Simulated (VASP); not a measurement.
# Si (P6/mmm) in VASP: a series of runs, part 2 of 2

VASP 6.6.1. The steps go on from the part before.

**4. Single point, PBE**

INCAR

```
SYSTEM = Si
ALGO     = Normal         ! electronic algorithm
EDIFF    = 1E-6           ! SCF threshold, eV
ENCUT    = 520            ! plane-wave cutoff, eV
GGA      = PE             ! functional
ISIF     = 2              ! what is computed and relaxed
ISMEAR   = 0              ! smearing method
LASPH    = .TRUE.         ! aspherical terms in the spheres
LCHARG   = .FALSE.        ! write CHGCAR
LREAL    = .FALSE.        ! projectors in reciprocal space
LWAVE    = .FALSE.        ! write WAVECAR
NBANDS   = 8              ! bands
NELM     = 80             ! most SCF steps
PREC     = Accurate       ! precision mode
SIGMA    = 0.1            ! smearing width, eV
```

KPOINTS

```
k-points
0
G
  12 12 11
  0 0 0
```

POSCAR

```
Si
2.6205
    1.000016338447      0.000000000000      0.000000000000
   -0.500008169243      0.866039553291      0.000000000000
    0.000000000000      0.000000000000      0.941177023469
Si
1
Direct
    0.0000000000      0.0000000000      0.0000000000
```

Potentials or basis: VASP PAW PBE potentials, release 54 (Si).

Launch:

```sh
> cat potpaw_PBE.54/Si/POTCAR > POTCAR
> mpirun -np 1 vasp_std > vasp.out
```

OUTCAR:

```text
SYSTEM = Si
   EDIFF = 1E-6
   ENCUT = 520
   GGA = PE
   ISIF = 2
   ISMEAR = 0
   LASPH = .TRUE.
   LREAL = .FALSE.
   NELM = 80
   PREC = Accurate

 ion  position               nearest neighbor table
   1  0.000  0.000  0.000-

  LATTYP: Found a hexagonal cell.
 ALAT       =     2.6205428149
 C/A-ratio  =     0.9411616463

  Lattice vectors:

 A1 = (   2.6205428149,   0.0000000000,   0.0000000000)
 A2 = (  -1.3102714075,   2.2694566494,   0.0000000000)
 A3 = (   0.0000000000,   0.0000000000,   2.4663543900)

Analysis of symmetry for initial positions (statically):
=====================================================================
 Subroutine PRICEL returns:
 Original cell was already a primitive cell.

 Routine SETGRP: Setting up the symmetry group for a
 hexagonal supercell.

 Subroutine GETGRP returns: Found 24 space group operations
 (whereof 24 operations were pure point group operations)
 out of a pool of 24 trial point group operations.

The static configuration has the point symmetry D_6h.

Analysis of symmetry for dynamics (positions and initial velocities):
[... 156 lines left out ...]

  energy without entropy =       -5.11704468  energy(sigma->0) =       -5.11801572

 E-fermi :   9.6587     XC(G=0): -11.0682

 val. band max:        9.6503094341   @ k =   0.3333   0.2500   0.4545
 cond. band min:       9.7100307652   @ k =   0.4167   0.1667   0.0000
 fundamental gap:      0.0597213312
 Fermi energy:         9.6586891027

 k-point     1 :       0.0000    0.0000    0.0000
  band No.  band energies     occupation
      1      -4.4459      2.00000
      2      17.1959      0.00000
      3      17.7034      0.00000
      4      20.0713      0.00000
      5      20.0713      0.00000
      6      21.9738      0.00000
      7      21.9738      0.00000
      8      27.3355      0.00000
[... 243 lines left out ...]
 k-point    24 :       0.3333    0.0000    0.0909
  band No.  band energies     occupation
      1      -1.1623      2.00000
      2       7.8204      2.00000
      3      15.6846      0.00000
      4      16.0581      0.00000
      5      19.1400      0.00000
      6      25.9222      0.00000
      7      26.4503      0.00000
      8      31.7401      0.00000

 [... further k-points ...]
[... 5 lines left out ...]
  --------------------------------------------------------------------------------------
  -------------------------------------------------------------------------------------
  Total        0.1355275      0.1355275      0.5598126     -0.0000000     -0.0000000      0.0000000
  in kB       14.8036707     14.8036707     61.1483276     -0.0000000     -0.0000000      0.0000000
  external PRESSURE =      30.2518897 kB  Pullay stress =       0.0000000 kB

 VOLUME and BASIS-vectors are now :
 -----------------------------------------------------------------------------
  energy-cutoff  :      520.00
  volume of cell :       14.67
      direct lattice vectors                 reciprocal lattice vectors
     2.620542815  0.000000000  0.000000000     0.381600329  0.220317053  0.000000000
    -1.310271408  2.269456649  0.000000000     0.000000000  0.440634105  0.000000000
     0.000000000  0.000000000  2.466354390     0.000000000  0.000000000  0.405456736

 POSITION                                       TOTAL-FORCE (eV/Angst)
 -----------------------------------------------------------------------------------
      0.00000      0.00000      0.00000         0.000000      0.000000      0.000000
 -----------------------------------------------------------------------------------
    total drift:                                0.000000      0.000000      0.000000

  FREE ENERGIE OF THE ION-ELECTRON SYSTEM (eV)
  ---------------------------------------------------
  free  energy   TOTEN  =        -5.1189867677 eV

  energy  without entropy=       -5.1170446810  energy(sigma->0) =       -5.11801572
```

OSZICAR:

```text
N       E                     dE             d eps       ncg     rms          rms(c)
DAV:   1    -0.259310991476E+01   -0.25931E+01   -0.18119E+03  1976   0.384E+02
DAV:   2    -0.511200731163E+01   -0.25189E+01   -0.24846E+01  2704   0.306E+01
DAV:   3    -0.512620515914E+01   -0.14198E-01   -0.14186E-01  2080   0.239E+00
DAV:   4    -0.512622118134E+01   -0.16022E-04   -0.16022E-04  3040   0.861E-02
DAV:   5    -0.512622118791E+01   -0.65707E-08   -0.55725E-08  2064   0.865E-04    0.300E+00
DAV:   6    -0.512181702037E+01    0.44042E-02   -0.23691E-03  2208   0.234E-01    0.172E+00
DAV:   7    -0.511899903864E+01    0.28180E-02   -0.53275E-03  2128   0.363E-01    0.168E-01
DAV:   8    -0.511899030163E+01    0.87370E-05   -0.22128E-04  2360   0.859E-02    0.392E-02
DAV:   9    -0.511898696418E+01    0.33375E-05   -0.12668E-05  2416   0.210E-02    0.123E-02
DAV:  10    -0.511898676768E+01    0.19650E-06   -0.67092E-07  1696   0.551E-03
   1 F= -.51189868E+01 E0= -.51180157E+01  d E =-.194209E-02
```

stdout:

```text
POSCAR found type information on POSCAR Si
 POSCAR found :  1 types and       1 ions
 scaLAPACK will be used
 LDA part: xc-table for (Slater+PW92), standard interpolation
 POSCAR, INCAR and KPOINTS ok, starting setup
 FFT: planning ... GRIDC
 FFT: planning ... GRID_SOFT
 FFT: planning ... GRID
 WAVECAR not read
 entering main loop
```

It took 6.4 s on 1 thread of Intel Xeon Platinum 8488C (Sapphire Rapids), shared host; peak memory 0.12 GiB.

Results:

* Free energy: -5.1190 eV
* Pressure: 3.0 GPa
* Band gap on the k mesh: none (metal or under the smearing width)

Stress tensor (GPa, compression positive):
```
1.48 0.00 0.00
0.00 1.48 0.00
0.00 0.00 6.11
```

**5. The runs side by side**

```tsv
task	level	potentials or basis	cell	cutoff (eV)	smearing	gap on the mesh (eV)	pressure (GPa)
relaxation of cell and atoms	revPBE+D4	VASP PAW PBE potentials, release 64 (Si)	relaxed	600	fermi-dirac 0.05 eV	none	-0.1
single point	PBE	VASP PAW PBE potentials, release 64 (Si)	as given	520	gaussian 0.012 eV	none	3.0
single point	PBE	VASP PAW PBE potentials, release 54 (Si)	as given	520	gaussian 0.1 eV	none	3.0
```

Alike in all rows: no spin polarisation; k mesh 12 × 12 × 11.

Caveats: the PAW data sets were made with another functional, which shifts forces and pressure a little (some runs); pairwise dispersion overbinds metals, which lowers pressure and volume (some runs).

Absolute energies hang on the potentials; compare differences alone.
